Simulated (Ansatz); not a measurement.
# Ga (I4/mmm) in Ansatz: further runs

The runs below take Ga through projected density of states, single point, equation of state, with RPBE+D4, revPBE-LDA.

Everything below comes from runs of Ansatz 0.2.0. Logs are shortened: lines on timing, memory, paths and dates and some standing lists are left out, and cuts for length are marked.

## Step 1: Starting point

It takes space group I4/mmm (No. 139, tetragonal). The conventional cell has a = 2.769 Å, b = 2.769 Å, c = 4.622 Å, α = 90.00°, β = 90.00°, γ = 90.00°. Ga (site symmetry 4/mmm) has 12 Ga at 2.77 to 3.03 Å as nearest neighbours.

This isn't the form of Ga at room conditions, which is orthorhombic.

## Step 2: Projected density of states, RPBE+D4, collinear spin, ferromagnetic start, moments held on the sites

input.yaml reads:

```yaml
crystal:
  lattice: { a: 3.029005654, b: 3.029005654, c: 3.029005654, alpha: 125.606528442, beta: 125.606528442, gamma: 80.5358051246 }
  atoms:
    - { symbol: Ga, position: [0.0, 0.0, 0.0], spin: 0.5 }
kpoints:
  mp_grid: { grid: [13, 13, 13] }
  band_path:
    path:
      - [0.0, 0.0, 0.0]
      - [0.0, 0.0, 0.5]
      - [-0.1793941871, 0.1793941871, 0.5]
      - [-0.3396970935, 0.3396970935, 0.3396970935]
      - [0.0, 0.0, 0.0]
      - [0.5, 0.5, -0.5]
      - [0.3396970935, 0.6603029065, -0.3396970935]
      - [0.0, 0.5, 0.0]
    npoints: 6
scf:
  occupations: { method: tetrahedron }
hamiltonian:
  xc: rpbe
  dispersion: d4
  pseudopotentials: { kind: all_electron, lapw: { basis_error: 0.001 } }
magnetization:
  spin_polarized: true
  spin_locking: { lock_spins: true }
output:
  forces: true
  stress: true
  eigenvalues: true
  fatbands: true
  dos: { projected: true, de: 0.1, e_range: [-14, 8] }
  populations: true
```

Potentials or basis: all-electron LAPW, scalar-relativistic.

The run is started by

```bash
> ansatz run input.yaml --threads 1 --pin off --max-ram 2560MiB --backend cpu --events-out ev --progress --plain --runs-dir out
```

The log of the run:

```text
Warning: output.forces, output.stress, relax.cell or npt_langevin: where a Kohn–Sham band that disperses or a degenerate level is filled in part under the method tetrahedron, the forces or the stress that this run publishes need not agree with its energy (scf.occupations.method in the input reference, under Limitations); prefer a smearing scheme for the forces or the stress
Warning: output.stress: the lock of the moments that magnetization.spin_locking holds to the close lets an SCF meet its threshold on dr2 anywhere within the lock's freeze window, and the stress can move with the moments there: no threshold on dr2 bounds that. The window is the square root of the freeze energy over magnetization.spin_locking.lambda. Set magnetization.spin_locking.freeze_energy_tol to 1e-7 of magnetization.spin_locking.lambda or tighter (1e-7 eV at magnetization.spin_locking.lambda's default), and hold the SCF's own gates tight with it: the threshold on dr2 and, on a non-collinear run, whose gate on the magnetisation can be let go, scf.convergence.magnetization_residual_energy_tol, under 2e-7 eV over the cell's volume in cubic angstroms (a run under these bars is not thereby shown to hold its stress)
Warning: RAYON_NUM_THREADS=1 ignored (pool sized by the plan → 1); use --threads N
Ga: projections on atomic orbitals take those of the free atom 1s2 2s2 2p6 3s2 3p6 3d10 4s2 4p1, of charge +0.00 (hamiltonian.pseudopotentials.projection_atoms)
LAPW: plane waves up to 7.891 Å⁻¹, error target 1.0e-3 eV per atom; small_component_spin mean_spin; Ga in spheres of 1.384 Å, 21 of its electrons in bands, Dirac shells [] (how accurate: hamiltonian.pseudopotentials.lapw.basis_error, Limitations)
Engine: ansatz 0.2.0, x86_64-unknown-linux-gnu
Pseudopotentials: kind: all_electron
Pseudopotential: Ga, LAPW, valence charge 21, lapw/all_electron/scalar/gaussian/Ga, Koelling and Harmon's equation, gaussian nucleus
Functional definition: RPBE
  parameter kappa = 0.804
  parameter beta = 0.06672455060314922
  exchange = rpbe_x(kappa = kappa, mu = beta*pi^2/3)
  correlation = pbe_c(beta = beta)
davidson cushion auto → on  (no smearing: the cushion is to keep the highest requested band from converging to the state above it; pin scf.eigensolver.cushion to override)
Crystal: 1 atoms, lattice volume = 17.718 Å³
Basis set: ecut = 237.22896843536836 eV, 145 PW (Γ), FFT grids on a1+a3, a2+a3, a3, exchange–correlation at level 2
Bands: 15, of which v1, the nominal top of the filled ones, is band 11 counted from 1 (10 counted from 0)
Symmetry: 16 space group operations
Space group: I4/mmm (ITA 139), of the structure as read, at distance tolerance 2.6e-5 Å
Magnetic group: BNS 139.531 (UNI 1191), of the structure as read, at distance tolerance 2.6e-5 Å
k-points: 196 of 2197
Non-local potential: Ga, projectors of the file, none
Initial density: superposition of atomic densities (chi_scale 0.1, normalization cell)
Starting moments: Σ|m| = 0.5 μB on 1 of 1 site
Initial wavefunctions: plane waves of lowest kinetic energy (no species holds an atomic orbital)
Functional: x = rpbe, c = pbe(β = 0.06672455060314922)
iter 1 solved again at ethr=5.84e-5 eV; its pass at ethr=1.00e-1 eV (dr2=1.23e-2 eV) is discarded
SCF iter   1: F=-52906.163035 eV  HF=-52906.201435 eV  |F-HF|=3.84e-2  |Δ(HF+E_count)|=         —  Δρ=9.68e-3 (↑9.02e-3 ↓9.68e-3)  dr2=1.23e-2  dr2_m=9.59e-3  M=0.230 μB ∫|m|=0.230 μB  β_m=0.30  ethr=5.84e-5  ⟨swp⟩=3.1  Hψ=40491  notcnv=0
preconditioner: auto → Kerker (q_TF=auto, 2.807 Å⁻¹)  [metal: no gap  n_scr=10 (ndim 8)  ℏωp=31.8 eV  f_vac=0.000]
spin=Collinear: Kerker preconditioning applied to the charge; magnetization (m = ρ↑ − ρ↓) channel mixes plain (no charge-response kernel on spin).
SCF iter   2: F=-52906.219267 eV  HF=-52906.207237 eV  |F-HF|=1.20e-2  |Δ(HF+E_count)|=   5.80e-3  Δρ=7.26e-3 (↑6.58e-3 ↓7.26e-3)  dr2=7.35e-3  dr2_m=5.22e-3  M=0.221 μB ∫|m|=0.221 μB  β_m=0.42  ethr=5.84e-5  ⟨swp⟩=2.6  Hψ=18793  notcnv=0
SCF iter   3: F=-52906.247151 eV  HF=-52906.242864 eV  |F-HF|=4.29e-3  |Δ(HF+E_count)|=   3.56e-2  Δρ=3.99e-3 (↑3.35e-3 ↓3.99e-3)  dr2=3.06e-3  dr2_m=1.27e-3  M=0.209 μB ∫|m|=0.209 μB  β_m=0.51  ethr=3.50e-5  ⟨swp⟩=3.0  Hψ=20422  notcnv=0
SCF iter   4: F=-52906.266787 eV  HF=-52906.266082 eV  |F-HF|=7.05e-4  |Δ(HF+E_count)|=   2.32e-2  Δρ=1.37e-3 (↑1.03e-3 ↓1.37e-3)  dr2=6.81e-4  dr2_m=6.87e-5  M=0.197 μB ∫|m|=0.197 μB  β_m=0.75  ethr=1.46e-5  ⟨swp⟩=3.0  Hψ=20685  notcnv=0
iter 5 solved again at ethr=1.90e-7 eV; its pass at ethr=3.24e-6 eV (dr2=4.00e-5 eV) is discarded
SCF iter   5: F=-52906.267171 eV  HF=-52906.267159 eV  |F-HF|=1.15e-5  |Δ(HF+E_count)|=   1.08e-3  Δρ=2.35e-4 (↑2.35e-4 ↓2.27e-4)  dr2=4.00e-5  dr2_m=1.35e-7  M=0.190 μB ∫|m|=0.190 μB  β_m=0.88  ethr=1.90e-7  ⟨swp⟩=2.0  Hψ=33938  notcnv=0
SCF iter   6: F=-52906.267309 eV  HF=-52906.267307 eV  |F-HF|=2.37e-6  |Δ(HF+E_count)|=   1.47e-4  Δρ=7.21e-5 (↑7.21e-5 ↓6.44e-5)  dr2=1.41e-6  dr2_m=4.35e-7  M=0.190 μB ∫|m|=0.190 μB  β_m=0.94  ethr=1.90e-7  ⟨swp⟩=2.5  Hψ=18747  notcnv=0
SCF iter   7: F=-52906.267105 eV  HF=-52906.267105 eV  |F-HF|=4.58e-8  |Δ(HF+E_count)|=   2.01e-4  Δρ=1.50e-5 (↑1.50e-5 ↓1.18e-5)  dr2=1.23e-7  dr2_m=3.92e-9  M=0.190 μB ∫|m|=0.190 μB  β_m=0.97  ethr=6.72e-9  ⟨swp⟩=3.0  Hψ=20702  notcnv=0
SCF iter   8: F=-52906.267115 eV  HF=-52906.267115 eV  |F-HF|=3.46e-9  |Δ(HF+E_count)|=   1.00e-5  Δρ=4.05e-6 (↑3.08e-6 ↓4.05e-6)  dr2=8.68e-9  dr2_m=2.20e-10  M=0.190 μB ∫|m|=0.190 μB  ethr=5.86e-10  ⟨swp⟩=3.0  Hψ=20513  notcnv=0
Constraint outer step 1 at iter 8: max|Δm| = 3.60e-1 μB  λ_eff = 1.000 eV/μB²  [c0 t0: gradient δμ = -7.207e-1 eV/μB]
Mixer restart at iter 8: flushing history
SCF iter   9: F=-52906.312178 eV  HF=-52906.305561 eV  |F-HF|=6.62e-3  |Δ(HF+E_count)|=         —  Δρ=4.82e-3 (↑4.82e-3 ↓4.74e-3)  dr2=1.34e-5  dr2_m=3.71e-3  M=0.343 μB ∫|m|=0.343 μB  β_m=0.97  ethr=4.13e-11  ⟨swp⟩=7.2  Hψ=36935  notcnv=0  defer=89
SCF iter  10: F=-52906.154495 eV  HF=-52906.154451 eV  |F-HF|=4.40e-5  |Δ(HF+E_count)|=   1.51e-1  Δρ=4.82e-4 (↑4.71e-4 ↓4.82e-4)  dr2=1.04e-6  dr2_m=3.67e-5  M=0.324 μB ∫|m|=0.324 μB  β_m=0.69  ethr=6.38e-8  ⟨swp⟩=3.9  Hψ=23393  notcnv=0
SCF iter  11: F=-52906.164891 eV  HF=-52906.164887 eV  |F-HF|=3.80e-6  |Δ(HF+E_count)|=   1.04e-2  Δρ=9.81e-5 (↑7.81e-5 ↓9.81e-5)  dr2=6.01e-7  dr2_m=1.16e-6  M=0.326 μB ∫|m|=0.327 μB  ethr=4.93e-9  ⟨swp⟩=3.2  Hψ=20858  notcnv=0
Constraint outer step 2 at iter 11: max|Δm| = 2.59e-1 μB  λ_eff = 1.000 eV/μB²  [c0 t0: secant δμ = -1.846e0 eV/μB]
Mixer restart at iter 11: flushing history
SCF iter  12: F=-52906.473223 eV  HF=-52906.429705 eV  |F-HF|=4.35e-2  |Δ(HF+E_count)|=         —  Δρ=1.25e-2 (↑1.25e-2 ↓1.20e-2)  dr2=2.44e-4  dr2_m=2.43e-2  M=0.723 μB ∫|m|=0.723 μB  β_m=0.90  ethr=2.86e-9  ⟨swp⟩=6.5  Hψ=32518  notcnv=0  defer=32
SCF iter  13: F=-52905.666435 eV  HF=-52905.666304 eV  |F-HF|=1.31e-4  |Δ(HF+E_count)|=   7.63e-1  Δρ=5.34e-4 (↑2.92e-4 ↓5.34e-4)  dr2=3.12e-5  dr2_m=2.37e-5  M=0.679 μB ∫|m|=0.679 μB  β_m=0.40  ethr=1.16e-6  ⟨swp⟩=3.5  Hψ=22400  notcnv=0
SCF iter  14: F=-52905.678705 eV  HF=-52905.678617 eV  |F-HF|=8.85e-5  |Δ(HF+E_count)|=   1.23e-2  Δρ=3.36e-4 (↑1.49e-4 ↓3.36e-4)  dr2=2.03e-5  dr2_m=6.87e-6  M=0.682 μB ∫|m|=0.682 μB  β_m=0.93  ethr=1.49e-7  ⟨swp⟩=2.9  Hψ=19164  notcnv=0
SCF iter  15: F=-52905.686082 eV  HF=-52905.686433 eV  |F-HF|=3.51e-4  |Δ(HF+E_count)|=   7.82e-3  Δρ=8.66e-5 (↑7.01e-5 ↓8.66e-5)  dr2=4.34e-6  dr2_m=1.03e-7  M=0.686 μB ∫|m|=0.686 μB  β_m=0.65  ethr=9.65e-8  ⟨swp⟩=3.1  Hψ=20694  notcnv=0
SCF iter  16: F=-52905.685715 eV  HF=-52905.685715 eV  |F-HF|=5.60e-7  |Δ(HF+E_count)|=   7.18e-4  Δρ=5.35e-5 (↑4.09e-5 ↓5.35e-5)  dr2=1.84e-6  dr2_m=2.31e-8  M=0.687 μB ∫|m|=0.687 μB  β_m=0.83  ethr=2.06e-8  ⟨swp⟩=3.0  Hψ=19339  notcnv=0
SCF iter  17: F=-52905.685826 eV  HF=-52905.685826 eV  |F-HF|=1.39e-7  |Δ(HF+E_count)|=   1.11e-4  Δρ=2.95e-5 (↑2.48e-5 ↓2.95e-5)  dr2=6.34e-7  dr2_m=3.77e-9  M=0.687 μB ∫|m|=0.687 μB  β_m=0.91  ethr=8.77e-9  ⟨swp⟩=2.4  Hψ=18565  notcnv=0
iter 18 did not close the SCF: its close was put off for a magnetic moment that had not settled (scf_convergence_deferred on its scf_iter line)
SCF iter  18: F=-52905.685887 eV  HF=-52905.685887 eV  |F-HF|=4.79e-9  |Δ(HF+E_count)|=   6.14e-5  Δρ=3.19e-6 (↑2.46e-6 ↓3.19e-6)  dr2=4.41e-9  dr2_m=4.26e-10  M=0.687 μB ∫|m|=0.687 μB  β_m=0.96  ethr=3.02e-9  ⟨swp⟩=2.7  Hψ=19537  notcnv=0
SCF iter  19: F=-52905.685880 eV  HF=-52905.685880 eV  |F-HF|=2.55e-10  |Δ(HF+E_count)|=   7.74e-6  Δρ=9.05e-7 (↑5.15e-7 ↓9.05e-7)  dr2=2.93e-10  dr2_m=1.63e-11  M=0.687 μB ∫|m|=0.687 μB  ethr=2.10e-11  ⟨swp⟩=3.0  Hψ=20646  notcnv=0
SCF 1 converged in 19 iterations: F = -52905.685880 eV  dr2 = 2.93e-10
NSCF: frozen V_eff on 43 k-points
this state was not tested for a lower state beside it, because a magnetisation constraint still acts at the end of the SCF (magnetization_constraint; see scf.lower_state_search)
SCF converged after 19 iterations
Magnetization: 0.6866 μB (10.8433 up, 10.1567 down)
Absolute magnetization: 0.6866 μB (∫|ρ↑−ρ↓|)
Spin contamination: 0.0096 ħ² per cell (⟨S²⟩ above its minimum at these occupations)
Per-site moments (μB) at R_I (Å): [(0.4921085247816538, 1.1421289436641724)]
--- Magnetisation constraints (ε_frz = 1.0e-4 eV) ---
  site  kind      target   achieved (μB)  |Δ|max (μB)  g (eV/μB)  λ_eff  esc  ok   flags
  0     per_site  +0.5000  +0.4921        7.89e-3      -2.58e0    1.000  0    yes
Free energy (F): -52905.685880 eV
Harris-Foulkes:  -52905.685880 eV  (|F-HF|=2.55e-10)
Internal energy: -52905.685882 eV  (E = F + TS)
E sigma→0 (E₀):  -52905.685880 eV
Entropy (-TS):   0.000002 eV (0.002 meV/atom)
Fermi energy:    12.875025 eV
--- Per-component energies (eV) ---
  E_band       = -746.854226
  E_kinetic    = 53949.294065
  E_xc         = -2065.650550
  E_constr_dc  = -1.270656  (∫m·b dr)
  E_electrostatic = -104788.394703  (all electrons and nuclei)
  E_disp       = -0.934698  (pairwise vdW)
  E_smearing   = 0.000002  (= −TS)
  E_closure    = 0.000005  (closes the sum)
  E_penalty    = 0.020309  (constraint; not in F)
  E_atoms      = -52902.883072  (free atoms, spherical and without spin; not in F)
  Σ components = -52905.685880   (vs F -52905.685880, Δ=0.00e0)
  Basis errors (estimates in eV, not in F): energy 8.4e-4 per atom: plane waves 8.2e-4 (4.9e-4 summed), levels above the bands 0.0e0, relativity 6.0e-9, radial functions 1.9e-5, core shells 2.0e-11; eigenvalues (radial functions only) 1.3e-4; not estimated: angular momenta, meshes, grids; target (lapw.basis_error) 1.0e-3; muffin-tin radii Ga 1.384 Å
--- Forces (eV/Å), atoms counted from 1 ---
  atom   1  Ga     0.00000000     0.00000000     0.00000000
  max |Σ_I F_I| component: 1.23e-32 eV/Å
--- Stress (GPa, compression-positive) ---
       -3.055901      -0.479700       0.000000
       -0.479700      -2.895969       0.000000
        0.000000       0.000000      -2.489616
  P = ⅓ Tr σ = -2.8138 GPa (-28.138 kbar)
--- Band table (eV; the first three rows and the last of 392) ---
  k-point 0 ↑: bands = ["-133.6084", "-84.2691", "-84.2504", "-84.2504", "-4.7886", "-4.6268", "-4.5887", "-4.5887", "-4.4383", "-0.3615", "23.1662", "23.6204", "23.6204", "27.1558", "28.4953"]
  k-point 1 ↑: bands = ["-133.6084", "-84.2691", "-84.2508", "-84.2507", "-4.7632", "-4.6165", "-4.6008", "-4.5822", "-4.4505", "-0.1271", "22.0515", "22.3564", "22.9040", "25.9889", "28.4506"]
  k-point 2 ↑: bands = ["-133.6083", "-84.2693", "-84.2517", "-84.2515", "-4.6911", "-4.6343", "-4.5927", "-4.5634", "-4.4851", "0.5808", "19.8067", "20.7140", "21.3736", "23.9000", "28.7979"]
  k-point 195 ↓: bands = ["-128.3588", "-79.0179", "-78.9929", "-78.9925", "0.3816", "0.4564", "0.8880", "0.9041", "0.9043", "10.5016", "10.6738", "20.2378", "22.1684", "25.0327", "27.0885"]
--- Löwdin populations: 1 site ---
  site symbol       q [e]    m [muB]
     0     Ga     30.9808     0.6805
  spilling = 0.000620 (of n_electrons = 31.000000)
```

Run time: 22 s. Hardware: 1 thread of AMD EPYC 9R45 (Zen 5), shared host; peak memory 0.43 GiB.

What came out:

| Quantity | Value |
| --- | --- |
| Free energy | -52905.6859 eV |
| Band gap along the path | none (metal or under the smearing width) |
| Net moment | 0.69 μB per cell |
| Absolute moment | 0.69 μB per cell |
| Site moments | Ga +0.49 μB |

Levels at the corners of the path, in eV from the Fermi level:
Spin up:
| point | band 7 | band 8 | band 9 | band 10 | band 11 | band 12 | band 13 | band 14 | band 15 |
| --- | --- | --- | --- | --- | --- | --- | --- | --- | --- |
| Γ | -17.46 | -17.46 | -17.31 | -13.24 | 10.29 | 10.75 | 10.75 | 14.28 | 15.62 |
| X | -17.33 | -17.30 | -17.17 | -3.66 | -3.01 | 1.72 | 3.37 | 6.64 | 6.91 |
| Y | -17.36 | -17.36 | -17.31 | -3.66 | -2.19 | -1.02 | -0.11 | 12.61 | 13.50 |
| S | -17.44 | -17.36 | -17.31 | -5.29 | -3.13 | -3.02 | 7.38 | 11.08 | 21.36 |
| Γ | -17.46 | -17.46 | -17.31 | -13.24 | 10.29 | 10.75 | 10.75 | 14.28 | 15.62 |
| Z | -17.27 | -17.27 | -17.27 | -6.58 | -5.38 | 5.30 | 5.30 | 8.80 | 10.05 |
| S1 | -17.44 | -17.36 | -17.31 | -5.29 | -3.13 | -3.02 | 7.38 | 11.08 | 21.36 |
| N | -17.45 | -17.31 | -17.26 | -6.93 | -5.68 | 5.86 | 10.30 | 10.44 | 15.20 |
Spin down:
| point | band 7 | band 8 | band 9 | band 10 | band 11 | band 12 | band 13 | band 14 |
| --- | --- | --- | --- | --- | --- | --- | --- | --- |
| Γ | -12.18 | -12.18 | -12.01 | -9.79 | 15.41 | 15.47 | 15.47 | 17.45 |
| X | -12.03 | -12.00 | -11.85 | -0.28 | 1.18 | 5.92 | 6.86 | 9.22 |
| Y | -12.07 | -12.06 | -12.01 | 1.15 | 1.22 | 1.98 | 2.78 | 16.14 |
| S | -12.18 | -12.07 | -12.01 | -0.70 | -0.19 | 0.00 | 11.39 | 13.78 |
| Γ | -12.18 | -12.18 | -12.01 | -9.79 | 15.41 | 15.47 | 15.47 | 17.45 |
| Z | -11.97 | -11.97 | -11.96 | -2.51 | -2.30 | 9.16 | 9.16 | 11.63 |
| S1 | -12.18 | -12.07 | -12.01 | -0.70 | -0.19 | 0.00 | 11.39 | 13.78 |
| N | -12.17 | -12.01 | -11.95 | -2.78 | -2.77 | 10.09 | 13.20 | 15.00 |

States per cell in windows of 0.5 eV (zero at the Fermi level; states under -8 eV left out):
| from (eV) | up | down |
| --- | --- | --- |
| -8.0 | 0.07 | 0.04 |
| -7.5 | 0.09 | 0.04 |
| -7.0 | 0.09 | 0.05 |
| -6.5 | 0.08 | 0.05 |
| -6.0 | 0.07 | 0.06 |
| -5.5 | 0.06 | 0.06 |
| -5.0 | 0.07 | 0.06 |
| -4.5 | 0.08 | 0.07 |
| -4.0 | 0.08 | 0.07 |
| -3.5 | 0.09 | 0.08 |
| -3.0 | 0.11 | 0.08 |
| -2.5 | 0.11 | 0.07 |
| -2.0 | 0.09 | 0.08 |
| -1.5 | 0.09 | 0.09 |
| -1.0 | 0.10 | 0.09 |
| -0.5 | 0.11 | 0.09 |
| 0.0 | 0.11 | 0.08 |
| 0.5 | 0.11 | 0.09 |
| 1.0 | 0.11 | 0.09 |
| 1.5 | 0.12 | 0.10 |
| 2.0 | 0.12 | 0.09 |
| 2.5 | 0.14 | 0.10 |
| 3.0 | 0.14 | 0.11 |
| 3.5 | 0.14 | 0.10 |
| 4.0 | 0.14 | 0.11 |
| 4.5 | 0.13 | 0.11 |
| 5.0 | 0.14 | 0.12 |
| 5.5 | 0.13 | 0.12 |
| 6.0 | 0.10 | 0.13 |
| 6.5 | 0.09 | 0.14 |

Caveat: the program warned that the printed levels may be off, so bands, gaps and densities of states are rough; the SCF stop doesn't bound the stress; each atom's moment is held at its typed value, so this isn't a free magnetic state; pairwise dispersion overbinds metals, which lowers pressure and volume; with tetrahedron occupations forces and stress needn't match the slope of the energy.

[end of part 1 of 2]
